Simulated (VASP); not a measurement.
# Ce (Fm-3m) in VASP: a series of runs

The runs below take Ce through single point, with RPBE.

Everything below comes from runs of VASP 6.6.1. Logs are shortened: lines on timing, memory, paths and dates and some standing lists are left out, and cuts for length are marked.

### Step 1. The structure

Symmetry: Fm-3m, No. 225, cubic system. The conventional cell has a = 4.842 Å, b = 4.842 Å, c = 4.842 Å, α = 90.00°, β = 90.00°, γ = 90.00°. Ce (site symmetry m-3m) is surrounded by 12 Ce at 3.42 Å.

### Step 2. Single point, RPBE

File INCAR:

```
  ALGO = Fast
  EDIFF = 1E-6
  ENCUT = 520
  GGA = RP
  ISIF = 2
  ISMEAR = -1
  LASPH = True
  LCHARG = False
  LREAL = False
  LWAVE = False
  NBANDS = 12
  NELM = 100
  PREC = Accurate
  SIGMA = 0.1
```

File KPOINTS:

```
k-points
0
Gamma
  15 15 15
```

File POSCAR:

```
Ce
1.0
    0.0000000000      2.4210263262      2.4210263262
    2.4210263262      0.0000000000      2.4210263262
    2.4210263262      2.4210263262      0.0000000000
Ce
1
Direct
    0.0000000000      0.0000000000      0.0000000000
```

Potentials or basis: VASP PAW PBE potentials, release 64 (Ce).

Run with:

```
> cat potpaw_PBE.64/Ce/POTCAR > POTCAR
> mpirun -np 1 vasp_std > vasp.out
```

OUTCAR:

```text
EDIFF = 1E-6
   ENCUT = 520
   GGA = RP
   ISIF = 2
   ISMEAR = -1
   LASPH = True
   LREAL = False
   NELM = 100
   PREC = Accurate

 ion  position               nearest neighbor table
   1  0.000  0.000  0.000-

  LATTYP: Found a face centered cubic cell.
 ALAT       =     4.8420526524

  Lattice vectors:

 A1 = (   0.0000000000,   2.4210263262,   2.4210263262)
 A2 = (   2.4210263262,   0.0000000000,   2.4210263262)
 A3 = (   2.4210263262,   2.4210263262,   0.0000000000)

Analysis of symmetry for initial positions (statically):
=====================================================================
 Subroutine PRICEL returns:
 Original cell was already a primitive cell.

 Routine SETGRP: Setting up the symmetry group for a
 face centered cubic supercell.

 Subroutine GETGRP returns: Found 48 space group operations
 (whereof 48 operations were pure point group operations)
 out of a pool of 48 trial point group operations.

The static configuration has the point symmetry O_h .

Analysis of symmetry for dynamics (positions and initial velocities):
=====================================================================
 Subroutine PRICEL returns:
 Original cell was already a primitive cell.

 Routine SETGRP: Setting up the symmetry group for a
 face centered cubic supercell.

 Subroutine GETGRP returns: Found 48 space group operations
 (whereof 48 operations were pure point group operations)
 out of a pool of 48 trial point group operations.

The dynamic configuration has the point symmetry O_h .

 Subroutine INISYM returns: Found 48 space group operations
 (whereof 48 operations are pure point group operations),
 and found     1 'primitive' translations

----------------------------------------------------------------------------------------

                                     Primitive cell

  volume of cell :      28.3811

  direct lattice vectors                    reciprocal lattice vectors
     0.000000000  2.421026326  2.421026326    -0.206523983  0.206523983  0.206523983
     2.421026326  0.000000000  2.421026326     0.206523983 -0.206523983  0.206523983
     2.421026326  2.421026326  0.000000000     0.206523983  0.206523983 -0.206523983

  length of vectors
     3.423848265  3.423848265  3.423848265     0.357710032  0.357710032  0.357710032

  position of ions in fractional coordinates (direct lattice)
     0.000000000  0.000000000  0.000000000

  ion indices of the primitive-cell ions
   primitive index   ion index
                 1           1

----------------------------------------------------------------------------------------

 KPOINTS: k-points

Automatic generation of k-mesh.
 Grid dimensions read from file:
 generate k-points for:   15   15   15

 Generating k-lattice:

  Cartesian coordinates                     Fractional coordinates (reciprocal lattice)
    -0.013768266  0.013768266  0.013768266     0.066666667  0.000000000  0.000000000
     0.013768266 -0.013768266  0.013768266     0.000000000  0.066666667  0.000000000
     0.013768266  0.013768266 -0.013768266     0.000000000  0.000000000  0.066666667

  Length of vectors
     0.023847335  0.023847335  0.023847335

  Shift w.r.t. Gamma in fractional coordinates (k-lattice)
     0.000000000  0.000000000  0.000000000

 Subroutine IBZKPT returns following result:
 ===========================================

 Found    120 irreducible k-points:

 Following reciprocal coordinates:
            Coordinates               Weight
  0.000000  0.000000  0.000000      1.000000
  0.066667  0.000000  0.000000      8.000000
  0.133333  0.000000  0.000000      8.000000
  0.200000  0.000000  0.000000      8.000000
  0.266667  0.000000  0.000000      8.000000
  0.333333  0.000000  0.000000      8.000000
[... 16 lines left out ...]
  0.133333  0.133333  0.000000      6.000000
  0.200000  0.133333  0.000000     24.000000
 [... further k-points ...]
   k-points           NKPTS =    120   k-points in BZ     NKDIM =    120   number of bands    NBANDS=     12
   number of dos      NEDOS =    301   number of ions     NIONS =      1
   total plane-waves  NPLWV =  21952
   dimension x,y,z NGX =    28 NGY =   28 NGZ =   28
   dimension x,y,z NGXF=    56 NGYF=   56 NGZF=   56
   ions per type =               1
   NGX,Y,Z   is equivalent  to a cutoff of  13.60, 13.60, 13.60 a.u.
   NGXF,Y,Z  is equivalent  to a cutoff of  27.19, 27.19, 27.19 a.u.
 SYSTEM =  unknown system
   PREC   = accura    normal or accurate (medium, high low for compatibility)
   ISTART =      0    job   : 0-new  1-cont  2-samecut
   ICHARG =      2    charge: 1-file 2-atom 10-const
   ISPIN  =      1    spin polarized calculation?
   LNONCOLLINEAR =      F non collinear calculations
   LSORBIT =      F    spin-orbit coupling
   LASPH  =      T    aspherical Exc in radial PAW
   ENCUT  =  520.0 eV  38.22 Ry    6.18 a.u.   6.37  6.37  6.37*2*pi/ulx,y,z
   NELM   =    100;   NELMIN=  2; NELMDL= -5     # of ELM steps
   EDIFF  = 0.1E-05   stopping-criterion for ELM
   LREAL  =      F    real-space projection
   EDIFFG = 0.1E-04   stopping-criterion for IOM
   NSW    =      0    number of steps for IOM
   IBRION =     -1    ionic relax: 0-MD 1-quasi-New 2-CG
   NFREE  =      0    steps in history (QN), initial steepest desc. (CG)
   ISIF   =      2    stress and relaxation
   ISYM   =      2    0-nonsym 1-usesym 2-fastsym
   POTIM  = 0.5000    time-step for ionic-motion
   TEBEG  =    0.0;   TEEND  =   0.0 temperature during run
   PSTRESS=    0.0 pullay stress
   NELECT =      12.0000    total number of electrons
   NUPDOWN=      -1.0000    fix difference up-down
   EMIN   =  10.00;   EMAX   =-10.00  energy-range for DOS
   EFERMI =   0.00;   METHOD = LEGACY
   ISMEAR =    -1;   SIGMA  =   0.10  broadening in eV -4-tet -1-fermi 0-gaus
   EFERMI_NEDOS =   21; number of points for ismear=-14 and -15
   IALGO  =     68    algorithm
   IMIX   =      4    mixing-type and parameters
     AMIX     =   0.40;   BMIX     =  1.00
     AMIX_MAG =   1.60;   BMIX_MAG =  1.00
  volume/ion in A,a.u.               =      28.38       191.52
  Fermi-wavevector in a.u.,A,eV,Ry     =   1.228737  2.321977 20.542015  1.509796
  Thomas-Fermi vector in A             =   2.363651
   LORBIT       =      0    0 simple, 1 ext, 2 COOP (PROOUT), +10 PAW based schemes
   GGA     = RP    functional components
   LHFCALC =     F    Hartree Fock is set to
   AEXX    =    0.0000 exact exchange contribution
   IVDW    =     0    specifies the selected vdW correction
   LEPSILON=     F    determine dielectric tensor
   LRPA    =     F    only Hartree local field effects (RPA)
 non-spin polarized calculation
 RMM-DIIS sequential band-by-band and
  energy-cutoff  :      520.00
  volume of cell :       28.38
 maximum number of plane-waves:       785
 NGX is ok and might be reduce to    28
   NGX = 13   NGY = 13   NGZ = 13

 number of electron      12.0000000 magnetization

 Free energy of the ion-electron system (eV)
  ---------------------------------------------------
  ext. energy  EPLUGINS =         0.00000000
  ---------------------------------------------------
  free energy    TOTEN  =        -5.51813816 eV

  energy without entropy =       -5.40793542  energy(sigma->0) =       -5.46303679

 E-fermi :   8.7465     XC(G=0): -10.8739

 val. band max:        8.7388291861   @ k =   0.4000   0.2667   0.1333
 cond. band min:       8.7534485237   @ k =   0.4667   0.2667   0.1333
 fundamental gap:      0.0146193377
 Fermi energy:         8.7465492066

 k-point     1 :       0.0000    0.0000    0.0000
  band No.  band energies     occupation
      1     -25.9410      2.00000
      2      -7.4134      2.00000
      3      -7.4133      2.00000
      4      -7.4133      2.00000
      5       5.7254      2.00000
      6       8.6275      1.53380
      7       9.1438      0.03696
      8       9.1438      0.03696
      9       9.1438      0.03696
     10      10.4611      0.00000
     11      10.4611      0.00000
     12      10.4619      0.00000

 k-point     2 :       0.0667    0.0000    0.0000
  band No.  band energies     occupation
      1     -25.9241      2.00000
      2      -7.5363      2.00000
      3      -7.4270      2.00000
      4      -7.4270      2.00000
      5       5.9082      2.00000
      6       8.5807      1.68011
      7       9.1285      0.04292
      8       9.1508      0.03450
      9       9.1508      0.03450
     10      10.4456      0.00000
     11      10.6279      0.00000
     12      10.6300      0.00000

 k-point     3 :       0.1333    0.0000    0.0000
  band No.  band energies     occupation
      1     -25.8764      2.00000
      2      -7.8705      2.00000
      3      -7.4652      2.00000
      4      -7.4652      2.00000
      5       6.3822      2.00000
      6       8.4879      1.85997
      7       9.0843      0.06604
      8       9.1720      0.02800
      9       9.1720      0.02800
     10       9.5702      0.00053
     11      10.4704      0.00000
     12      10.9332      0.00000
[... 286 lines left out ...]
 k-point    23 :       0.1333    0.1333    0.0000
  band No.  band energies     occupation
      1     -25.8550      2.00000
      2      -7.8544      2.00000
      3      -7.5654      2.00000
      4      -7.5654      2.00000
      5       6.6214      2.00000
      6       8.3487      1.96327
      7       9.0093      0.13480
      8       9.2045      0.02032
      9       9.2045      0.02032
     10       9.5776      0.00049
     11       9.5777      0.00049
     12      10.1125      0.00000

 k-point    24 :       0.2000    0.1333    0.0000
  band No.  band energies     occupation
      1     -25.8015      2.00000
      2      -8.1552      2.00000
      3      -7.6397      2.00000
      4      -7.6190      2.00000
      5       7.0810      2.00000
      6       8.2163      1.99009
      7       8.9392      0.25430
      8       9.2376      0.01462
      9       9.2383      0.01453
     10       9.4974      0.00110
     11       9.5070      0.00100
     12       9.6763      0.00018

 [... further k-points ...]

------------------------ aborting loop because EDIFF is reached ----------------------------------------

  FORCE on cell =-STRESS in cart. coord.  units (eV):
  Direction    XX          YY          ZZ          XY          YZ          ZX
  --------------------------------------------------------------------------------------
  -------------------------------------------------------------------------------------
  Total       -0.1746082     -0.1746082     -0.1746082      0.0000000      0.0000000     -0.0000000
  in kB       -9.8570446     -9.8570446     -9.8570446      0.0000000      0.0000000     -0.0000000
  external PRESSURE =      -9.8570446 kB  Pullay stress =       0.0000000 kB

 VOLUME and BASIS-vectors are now :
 -----------------------------------------------------------------------------
  energy-cutoff  :      520.00
  volume of cell :       28.38
      direct lattice vectors                 reciprocal lattice vectors
     0.000000000  2.421026326  2.421026326    -0.206523983  0.206523983  0.206523983
     2.421026326  0.000000000  2.421026326     0.206523983 -0.206523983  0.206523983
     2.421026326  2.421026326  0.000000000     0.206523983  0.206523983 -0.206523983

 POSITION                                       TOTAL-FORCE (eV/Angst)
 -----------------------------------------------------------------------------------
      0.00000      0.00000      0.00000         0.000000      0.000000     -0.000000
 -----------------------------------------------------------------------------------
    total drift:                                0.000000      0.000000      0.000000

  FREE ENERGIE OF THE ION-ELECTRON SYSTEM (eV)
  ---------------------------------------------------
  free  energy   TOTEN  =        -5.5181381552 eV

  energy  without entropy=       -5.4079354222  energy(sigma->0) =       -5.46303679
```

Wall time 90 s (1 thread of Intel Xeon Platinum 8559C (Emerald Rapids), shared host); peak memory 0.2 GiB.

What came out:

```yaml
Free_energy: -5.5181 eV
Pressure: -1.0 GPa
Band_gap_on_the_k_mesh: none (metal or under the smearing width)
```

Caveat: the PAW data sets were made with another functional, which shifts forces and pressure a little. Spin polarisation is off, so any magnetic state and its effect on volume and gap are missing.

### Step 3. Single point, RPBE

This run uses another cell than the first one, of 31.79 Å³/atom, 1.120 times its volume.

File INCAR:

```
  PREC = Accurate
  ENCUT = 520
  EDIFF = 1E-7
  ISMEAR = -1
  SIGMA = 0.1
  LREAL = False
  LASPH = True
  NELM = 100
  ALGO = Normal
  ISIF = 2
  LWAVE = False
  LCHARG = False
  GGA = RP
  NBANDS = 12
```

File KPOINTS:

```
regular mesh
0
Gamma
  15 15 15
```

File POSCAR:

```
Ce
1.0
    0.0000000000      2.5142329838      2.5142329838
    2.5142329838      0.0000000000      2.5142329838
    2.5142329838      2.5142329838      0.0000000000
Ce
1
Direct
    0.0000000000      0.0000000000      0.0000000000
```

Potentials or basis: VASP PAW PBE potentials, release 64 (Ce).

Run with:

```
> cat potpaw_PBE.64/Ce/POTCAR > POTCAR
> mpirun -np 1 vasp_std > vasp.out
```

Wall time 50 s (1 thread of Intel Xeon Platinum 8559C (Emerald Rapids), shared host); peak memory 0.2 GiB.

It converged, with:

| Item | Value |
| --- | --- |
| Free energy | -5.4876 eV |
| Pressure | -2.8 GPa |
| Band gap on the k mesh | none (metal or under the smearing width) |

Levels at points of the mesh, in eV from the Fermi level:
| k point | band 2 | band 3 | band 4 | band 5 | band 6 | band 7 | band 8 | band 9 | band 10 | band 11 |
| --- | --- | --- | --- | --- | --- | --- | --- | --- | --- | --- |
| (0.00, 0.00, 0.00) | -16.50 | -16.50 | -16.50 | -3.19 | -0.05 | 0.36 | 0.36 | 0.36 | 0.91 | 0.91 |

Caveat: the PAW data sets were made with another functional, which shifts forces and pressure a little. Spin polarisation is off, so any magnetic state and its effect on volume and gap are missing.

(Part 1 of 2 ends here.)
